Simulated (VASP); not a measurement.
# SnTe (Fm-3m) in VASP: settings compared

The runs below take SnTe through relaxation of cell and atoms, with PBE, PBEsol.

All numbers are computed with VASP 6.6.1; they aren't measurements. Logs are shortened: lines on timing, memory, paths and dates and some standing lists are left out, and cuts for length are marked.

**1. The structure**

The structure is cubic, space group Fm-3m (No. 225). Conventional cell: a = 6.302 Å, b = 6.302 Å, c = 6.302 Å, α = 90.00°, β = 90.00°, γ = 90.00°. Sn (site symmetry m-3m) has 6 Te at 3.15 Å as nearest neighbours. Te (site symmetry m-3m) is surrounded by 6 Sn at 3.15 Å.

**2. Relaxation of cell and atoms, PBE**

The input, INCAR:

```
PREC     = Accurate       # precision mode
ENCUT    = 300            # plane-wave cutoff, eV
EDIFF    = 1E-6           # SCF threshold, eV
ISMEAR   = 0              # smearing method
SIGMA    = 0.03           # smearing width, eV
LREAL    = False          # projectors in reciprocal space
LASPH    = True           # aspherical terms in the spheres
NELM     = 80             # most SCF steps
ALGO     = Normal         # electronic algorithm
ISIF     = 3              # what is computed and relaxed
LWAVE    = False          # write WAVECAR
LCHARG   = False          # write CHGCAR
GGA      = PE             # functional
IBRION   = 2              # ionic algorithm
NSW      = 90             # ionic steps
EDIFFG   = -0.01          # ionic threshold
```

The input, KPOINTS:

```
regular mesh
0
Gamma
  5 5 5
```

The input, POSCAR:

```
SnTe
1.0
    0.0000000000      3.1508500000      3.1508500000
    3.1508500000      0.0000000000      3.1508500000
    3.1508500000      3.1508500000      0.0000000000
Sn Te
1 1
Direct
    0.0000000000      0.0000000000      0.0000000000
    0.5000000000      0.5000000000      0.5000000000
```

Potentials or basis: VASP PAW PBE potentials, release 64 (Sn, Te).

Command:

```bash
> cat potpaw_PBE.64/Sn/POTCAR potpaw_PBE.64/Te/POTCAR > POTCAR
> mpirun -np 1 vasp_std > vasp.out
```

OUTCAR:

```text
PREC = Accurate
   ENCUT = 300
   EDIFF = 1E-6
   ISMEAR = 0
   LREAL = False
   LASPH = True
   NELM = 80
   ISIF = 3
   GGA = PE
   IBRION = 2
   NSW = 90
   EDIFFG = -0.01

 ion  position               nearest neighbor table
   1  0.000  0.000  0.000-   2 3.15   2 3.15   2 3.15   2 3.15   2 3.15   2 3.15
   2  0.500  0.500  0.500-   1 3.15   1 3.15   1 3.15   1 3.15   1 3.15   1 3.15

  LATTYP: Found a face centered cubic cell.
 ALAT       =     6.3017000000

  Lattice vectors:

 A1 = (   0.0000000000,   3.1508500000,   3.1508500000)
 A2 = (   3.1508500000,   0.0000000000,   3.1508500000)
 A3 = (   3.1508500000,   3.1508500000,   0.0000000000)

Analysis of symmetry for initial positions (statically):
=====================================================================
 Subroutine PRICEL returns:
 Original cell was already a primitive cell.

 Routine SETGRP: Setting up the symmetry group for a
 face centered cubic supercell.

 Subroutine GETGRP returns: Found 48 space group operations
 (whereof 48 operations were pure point group operations)
 out of a pool of 48 trial point group operations.

The static configuration has the point symmetry O_h .

Analysis of symmetry for dynamics (positions and initial velocities):
=====================================================================
 Subroutine PRICEL returns:
 Original cell was already a primitive cell.

 Routine SETGRP: Setting up the symmetry group for a
 face centered cubic supercell.

 Subroutine GETGRP returns: Found 48 space group operations
 (whereof 48 operations were pure point group operations)
 out of a pool of 48 trial point group operations.

The dynamic configuration has the point symmetry O_h .

 Subroutine INISYM returns: Found 48 space group operations
 (whereof 48 operations are pure point group operations),
 and found     1 'primitive' translations

----------------------------------------------------------------------------------------

                                     Primitive cell

  volume of cell :      62.5624

  direct lattice vectors                    reciprocal lattice vectors
     0.000000000  3.150850000  3.150850000    -0.158687338  0.158687338  0.158687338
     3.150850000  0.000000000  3.150850000     0.158687338 -0.158687338  0.158687338
     3.150850000  3.150850000  0.000000000     0.158687338  0.158687338 -0.158687338

  length of vectors
     4.455974803  4.455974803  4.455974803     0.274854533  0.274854533  0.274854533

  position of ions in fractional coordinates (direct lattice)
     0.000000000  0.000000000  0.000000000
     0.500000000  0.500000000  0.500000000

[... 53 lines left out ...]
   ISTART =      0    job   : 0-new  1-cont  2-samecut
   ICHARG =      2    charge: 1-file 2-atom 10-const
   ISPIN  =      1    spin polarized calculation?
   LNONCOLLINEAR =      F non collinear calculations
   LSORBIT =      F    spin-orbit coupling
   LASPH  =      T    aspherical Exc in radial PAW
   ENCUT  =  300.0 eV  22.05 Ry    4.70 a.u.   6.29  6.29  6.29*2*pi/ulx,y,z
   NELM   =     80;   NELMIN=  2; NELMDL= -5     # of ELM steps
   EDIFF  = 0.1E-05   stopping-criterion for ELM
   LREAL  =      F    real-space projection
   EDIFFG = -.1E-01   stopping-criterion for IOM
   NSW    =     90    number of steps for IOM
   IBRION =      2    ionic relax: 0-MD 1-quasi-New 2-CG
   NFREE  =      1    steps in history (QN), initial steepest desc. (CG)
   ISIF   =      3    stress and relaxation
   ISYM   =      2    0-nonsym 1-usesym 2-fastsym
   POTIM  = 0.5000    time-step for ionic-motion
   TEBEG  =    0.0;   TEEND  =   0.0 temperature during run
   PSTRESS=    0.0 pullay stress
   NELECT =      10.0000    total number of electrons
   NUPDOWN=      -1.0000    fix difference up-down
   EMIN   =  10.00;   EMAX   =-10.00  energy-range for DOS
   EFERMI =   0.00;   METHOD = LEGACY
   ISMEAR =     0;   SIGMA  =   0.03  broadening in eV -4-tet -1-fermi 0-gaus
   EFERMI_NEDOS =   21; number of points for ismear=-14 and -15
   IALGO  =     38    algorithm
   IMIX   =      4    mixing-type and parameters
     AMIX     =   0.40;   BMIX     =  1.00
     AMIX_MAG =   1.60;   BMIX_MAG =  1.00
  volume/ion in A,a.u.               =      31.28       211.10
  Fermi-wavevector in a.u.,A,eV,Ry     =   0.888458  1.678943 10.739872  0.789358
  Thomas-Fermi vector in A             =   2.009891
   LORBIT       =      0    0 simple, 1 ext, 2 COOP (PROOUT), +10 PAW based schemes
   GGA     = PE    functional components
   LHFCALC =     F    Hartree Fock is set to
   AEXX    =    0.0000 exact exchange contribution
   IVDW    =     0    specifies the selected vdW correction
   LEPSILON=     F    determine dielectric tensor
   LRPA    =     F    only Hartree local field effects (RPA)
 conjugate gradient relaxation of ions
 non-spin polarized calculation
 Gauss-broadening in eV      SIGMA  =   0.03
  energy-cutoff  :      300.00
  volume of cell :       62.56
 maximum number of plane-waves:       750
 NGX is ok and might be reduce to    28
   NGX = 13   NGY = 13   NGZ = 13

--------------------------------------- Ionic step        1  -------------------------------------------

 number of electron      10.0000000 magnetization

 number of electron       9.9999998 magnetization

 Free energy of the ion-electron system (eV)
  ---------------------------------------------------
  ext. energy  EPLUGINS =         0.00000000
  ---------------------------------------------------
  free energy    TOTEN  =        -7.54537266 eV

  energy without entropy =       -7.54537266  energy(sigma->0) =       -7.54537266

 E-fermi :   5.5636     XC(G=0):  -9.4325

 val. band max:        5.4301627120   @ k =  -0.2000   0.2000   0.0000
 cond. band min:       6.3502051874   @ k =   0.4000   0.0000   0.0000
 fundamental gap:      0.9200424754
 Fermi energy:         5.5636260622

 k-point     1 :       0.0000    0.0000    0.0000
  band No.  band energies     occupation
      1      -7.0365      2.00000
      2       1.0958      2.00000
      3       3.6244      2.00000
      4       3.6244      2.00000
      5       3.6244      2.00000
      6       9.1246      0.00000
      7       9.1246      0.00000
      8       9.1246      0.00000
      9      10.5142      0.00000
[... 177 lines left out ...]
--------------------------------------- Ionic step        3  -------------------------------------------

 number of electron      10.0000000 magnetization

 Free energy of the ion-electron system (eV)
  ---------------------------------------------------
  ext. energy  EPLUGINS =         0.00000000
  ---------------------------------------------------
  free energy    TOTEN  =        -7.56480471 eV

  energy without entropy =       -7.56480471  energy(sigma->0) =       -7.56480471

 E-fermi :   5.0514     XC(G=0):  -9.2223

 val. band max:        4.8569012500   @ k =  -0.2000   0.2000   0.0000
 cond. band min:       5.7836782378   @ k =   0.4000   0.0000   0.0000
 fundamental gap:      0.9267769878
 Fermi energy:         5.0514168196

 k-point     1 :       0.0000    0.0000    0.0000
  band No.  band energies     occupation
      1      -7.2197      2.00000
      2       0.3831      2.00000
      3       3.2260      2.00000
      4       3.2260      2.00000
      5       3.2260      2.00000
      6       8.4917      0.00000
      7       8.4917      0.00000
      8       8.4917      0.00000
      9      10.0726      0.00000
[... 135 lines left out ...]
  FREE ENERGIE OF THE ION-ELECTRON SYSTEM (eV)
  ---------------------------------------------------
  free  energy   TOTEN  =        -7.5648047128 eV

  energy  without entropy=       -7.5648047128  energy(sigma->0) =       -7.56480471

 reached required accuracy - stopping structural energy minimisation
```

CONTCAR:

```text
SnTe
   1.00000000000000
     0.0000000000000000    3.2010651040206359    3.2010651040206359
     3.2010651040206355   -0.0000000000000000    3.2010651040206359
     3.2010651040206355    3.2010651040206359    0.0000000000000000
  Sn              Te
     1     1
Direct
     0.0000000000000000    0.0000000000000000    0.0000000000000000
     0.5000000000000000    0.5000000000000000    0.5000000000000000

  0.00000000E+00  0.00000000E+00  0.00000000E+00
  0.00000000E+00  0.00000000E+00  0.00000000E+00
```

Run time: 6.8 s. Hardware: 1 thread of Intel Xeon 6975P-C (Granite Rapids), shared host; peak memory 0.15 GiB.

Results:

```
Free energy                            : -7.5648 eV
Relaxed volume                         : 32.80 Å³/atom
Relaxed cell                           : a = 4.527 Å, b = 4.527 Å, c = 4.527 Å, α = 60.00°, β = 60.00°, γ = 60.00°
Space group after relaxing (to 0.05 Å) : Fm-3m (No. 225)
Energy gained by relaxing              : 9.7 meV/atom
Ionic steps                            : 3
Pressure after relaxing                : 0.0 GPa
```

The path:
```csv
step,energy change (eV),largest force (eV/Å),pressure (GPa),volume (Å³)
1,0.0000,0.0000,2.14,62.56
2,-0.0182,0.0000,-0.48,66.42
3,-0.0194,0.0000,0.01,65.60
```

Final structure:
```yaml
crystal:
  lattice:
    - [0.00000, 3.20107, 3.20107]
    - [3.20107, 0.00000, 3.20107]
    - [3.20107, 3.20107, 0.00000]
  atoms:
    - { symbol: Sn, position: [0.00000, 0.00000, 0.00000] }
    - { symbol: Te, position: [0.50000, 0.50000, 0.50000] }
```

Caveat: this odd mesh misses L, where the gap lies, so gap, dielectric constants and Born charges aren't listed.

**3. Relaxation of cell and atoms, PBE**

This run uses another cell than the first one, of 32.80 Å³/atom, 1.049 times its volume.

Edit INCAR of step 2 so:

```diff
@@ -2,3 +2,3 @@
 ENCUT    = 300            # plane-wave cutoff, eV
-EDIFF    = 1E-6           # SCF threshold, eV
+EDIFF    = 1E-7           # SCF threshold, eV
 ISMEAR   = 0              # smearing method
@@ -15,2 +15,2 @@
 NSW      = 90             # ionic steps
-EDIFFG   = -0.01          # ionic threshold
+EDIFFG   = -0.005         # ionic threshold
```

KPOINTS is that of step 2.

The input, POSCAR:

```
SnTe                                    
1.0
    0.0000000000      3.2010651040      3.2010651040
    3.2010651040     -0.0000000000      3.2010651040
    3.2010651040      3.2010651040      0.0000000000
  Sn              Te            
     1     1
Direct
     0.0000000000000000    0.0000000000000000    0.0000000000000000
     0.5000000000000000    0.5000000000000000    0.5000000000000000
```

Potentials or basis: VASP PAW PBE potentials, release 64 (Sn, Te).

Command:

```bash
> cat potpaw_PBE.64/Sn/POTCAR potpaw_PBE.64/Te/POTCAR > POTCAR
> mpirun -np 1 vasp_std > vasp.out
```

OUTCAR:

```text
PREC = Accurate
   ENCUT = 300
   EDIFF = 1E-7
   ISMEAR = 0
   LREAL = False
   LASPH = True
   NELM = 80
   ISIF = 3
   GGA = PE
   IBRION = 2
   NSW = 90
   EDIFFG = -0.005

 ion  position               nearest neighbor table
   1  0.000  0.000  0.000-   2 3.20   2 3.20   2 3.20   2 3.20   2 3.20   2 3.20
   2  0.500  0.500  0.500-   1 3.20   1 3.20   1 3.20   1 3.20   1 3.20   1 3.20

  LATTYP: Found a face centered cubic cell.
 ALAT       =     6.4021302080

[... 296 lines left out ...]

  FORCE on cell =-STRESS in cart. coord.  units (eV):
  Direction    XX          YY          ZZ          XY          YZ          ZX
  --------------------------------------------------------------------------------------
  -------------------------------------------------------------------------------------
  Total        0.0019293      0.0019293      0.0019293     -0.0000000     -0.0000000      0.0000000
  in kB        0.0471196      0.0471196      0.0471196     -0.0000000     -0.0000000      0.0000000
  external PRESSURE =       0.0471196 kB  Pullay stress =       0.0000000 kB

 VOLUME and BASIS-vectors are now :
 -----------------------------------------------------------------------------
  energy-cutoff  :      300.00
  volume of cell :       65.60
      direct lattice vectors                 reciprocal lattice vectors
     0.000000000  3.201065104  3.201065104    -0.156198010  0.156198010  0.156198010
     3.201065104  0.000000000  3.201065104     0.156198010 -0.156198010  0.156198010
     3.201065104  3.201065104  0.000000000     0.156198010  0.156198010 -0.156198010

 POSITION                                       TOTAL-FORCE (eV/Angst)
 -----------------------------------------------------------------------------------
      0.00000      0.00000      0.00000        -0.000000     -0.000000      0.000000
      3.20107      3.20107      3.20107         0.000000      0.000000     -0.000000
 -----------------------------------------------------------------------------------
    total drift:                                0.000000      0.000000      0.000000

  FREE ENERGIE OF THE ION-ELECTRON SYSTEM (eV)
  ---------------------------------------------------
  free  energy   TOTEN  =        -7.5649125117 eV

  energy  without entropy=       -7.5649125117  energy(sigma->0) =       -7.56491251

 reached required accuracy - stopping structural energy minimisation
```

OSZICAR:

```text
N       E                     dE             d eps       ncg     rms          rms(c)
DAV:   1     0.157222070966E+02    0.15722E+02   -0.28001E+03   180   0.537E+02
DAV:   2    -0.693795210839E+01   -0.22660E+02   -0.22480E+02   285   0.867E+01
DAV:   3    -0.762669569506E+01   -0.68874E+00   -0.68840E+00   226   0.175E+01
DAV:   4    -0.763151592462E+01   -0.48202E-02   -0.48198E-02   217   0.172E+00
DAV:   5    -0.763157951358E+01   -0.63589E-04   -0.63589E-04   223   0.173E-01    0.440E+00
DAV:   6    -0.756551425676E+01    0.66065E-01   -0.21290E-01   205   0.190E+00    0.281E+00
DAV:   7    -0.756446622459E+01    0.10480E-02   -0.67264E-02   220   0.122E+00    0.786E-01
DAV:   8    -0.756471269349E+01   -0.24647E-03   -0.68136E-03   183   0.429E-01    0.176E-01
DAV:   9    -0.756490284239E+01   -0.19015E-03   -0.50504E-04   190   0.163E-01    0.398E-02
DAV:  10    -0.756490354804E+01   -0.70565E-06   -0.31138E-05   205   0.371E-02    0.238E-02
DAV:  11    -0.756491296636E+01   -0.94183E-05   -0.30555E-05   182   0.348E-02    0.165E-02
DAV:  12    -0.756491284675E+01    0.11961E-06   -0.13218E-06   205   0.799E-03    0.769E-03
DAV:  13    -0.756491246590E+01    0.38085E-06   -0.17097E-07   171   0.276E-03    0.196E-03
DAV:  14    -0.756491251169E+01   -0.45795E-07   -0.66386E-08    98   0.128E-03
   1 F= -.75649125E+01 E0= -.75649125E+01  d E =-.756491E+01
```

CONTCAR:

```text
SnTe
   1.00000000000000
     0.0000000000000000    3.2010651040000000    3.2010651040000000
     3.2010651040000000    0.0000000000000000    3.2010651040000000
     3.2010651040000000    3.2010651040000000    0.0000000000000000
  Sn              Te
     1     1
Direct
     0.0000000000000000    0.0000000000000000    0.0000000000000000
     0.5000000000000000    0.5000000000000000    0.5000000000000000

  0.00000000E+00  0.00000000E+00  0.00000000E+00
  0.00000000E+00  0.00000000E+00  0.00000000E+00
```

Wall time 3.5 s (1 thread of Intel Xeon 6975P-C (Granite Rapids), shared host); peak memory 0.15 GiB.

Results:

```
Free energy             : -7.5649 eV
Pressure after relaxing : 0.0 GPa
```

Final structure:
```yaml
crystal:
  lattice:
    - [0.00000, 3.20107, 3.20107]
    - [3.20107, 0.00000, 3.20107]
    - [3.20107, 3.20107, 0.00000]
  atoms:
    - { symbol: Sn, position: [0.00000, 0.00000, 0.00000] }
    - { symbol: Te, position: [0.50000, 0.50000, 0.50000] }
```

Levels at points of the mesh, in eV from the Fermi level:
| k point | band 1 | band 2 | band 3 | band 4 | band 5 | band 6 | band 7 | band 8 | band 9 |
| --- | --- | --- | --- | --- | --- | --- | --- | --- | --- |
| (0.00, 0.00, 0.00) | -12.27 | -4.67 | -1.83 | -1.83 | -1.83 | 3.44 | 3.44 | 3.44 | 5.02 |

Caveat: the relaxation stopped at its first step, so nothing moved; this odd mesh misses L, where the gap lies, so gap, dielectric constants and Born charges aren't listed. The run has no spin-orbit coupling, so splittings on Te are missing.

[end of part 1 of 2]
